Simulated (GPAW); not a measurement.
MgO:

```
Mg O
1.0
     0.00000    2.09700    2.09700
     2.09700    0.00000    2.09700
     2.09700    2.09700    0.00000
Mg O
1 1
Direct
  0.00000 0.00000 0.00000
  0.50000 0.50000 0.50000
```

The cell is a database's computed one.

Base run:

| Property | Result |
| --- | --- |
| Program | GPAW 26.7.0 |
| Functional | PBE |
| Potentials or basis | GPAW PAW data sets (gpaw-data 1.2.1) |
| Cutoff | 800 eV |
| Basis | pw |
| k mesh | 11 × 11 × 11 |
| Occupations | fermi-dirac, width 0.05 eV |
| Spin | no spin polarisation |

Its results: band gap on the k mesh 4.89 eV, direct.

Q: After a change of settings the same cell gave: band gap on the k mesh 5.15 eV, direct. Which change was it?
A. functional from PBE to revPBE; potentials or basis from GPAW PAW data sets (gpaw-data 1.2.1) to the program's PAW data sets (release 1.2.1) made for this functional
B. functional from PBE to optB88-vdW
C. functional from PBE to TPSS
D. k mesh from 11 × 11 × 11 to 9 × 9 × 9

A: B.

Caveats: an odd mesh through Γ misses points on the zone boundary, where band edges often lie.

Not every run made on this cell is shown here.
